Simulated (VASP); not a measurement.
Wanted: the native input for a VASP 6.6.1 run.

| Quantity | Value |
| --- | --- |
| Task | single point |
| Functional | PBE |
| Potentials or basis | VASP PAW PBE potentials, release 64 (Sb_d_GW) |
| Cutoff | 450 eV |
| k mesh | 6 × 6 × 6 |
| Occupations | gaussian, width 0.02 eV |
| Spin | no spin polarisation |
| Further INCAR settings | ALGO = Normal; EDIFF = 1e-06; NBANDS = 14 |

The structure of Sb lies in POSCAR:

```
Sb
1.0
    0.0000000000      2.3712425216      2.3712425216
    2.3712425216      0.0000000000      2.3712425216
    2.3712425216      2.3712425216      0.0000000000
Sb
1
Direct
    0.0000000000      0.0000000000      0.0000000000
```

This isn't the form of Sb at room conditions, which is rhombohedral.

One way to write it, as run:

INCAR

```
ALGO     = Normal         # electronic algorithm
EDIFF    = 1E-6           # SCF threshold, eV
ENCUT    = 450            # plane-wave cutoff, eV
GGA      = PE             # functional
ISIF     = 2              # what is computed and relaxed
ISMEAR   = 0              # smearing method
LASPH    = T              # aspherical terms in the spheres
LCHARG   = F              # write CHGCAR
LREAL    = F              # projectors in reciprocal space
LWAVE    = F              # write WAVECAR
NBANDS   = 14             # bands
NELM     = 60             # most SCF steps
PREC     = Accurate       # precision mode
SIGMA    = 0.02           # smearing width, eV
```

KPOINTS

```
k-points
0
Gamma
  6 6 6
```

Potentials or basis: VASP PAW PBE potentials, release 64 (Sb_d_GW).

Command:

```sh
$ cat potpaw_PBE.64/Sb_d_GW/POTCAR > POTCAR
$ mpirun -np 1 vasp_std > vasp.out
```

It gave:

```json
{
  "Pressure": "1.5 GPa",
  "Band gap on the k mesh": "none (metal or under the smearing width)"
}
```

Caveat: the k mesh is coarse (spacing up to 0.38 Å⁻¹), so the values aren't converged.

It took 9.4 s on 1 thread of AMD EPYC 7R43 64-Core Processor (Zen 3) (shared host), peak memory 0.1 GiB.
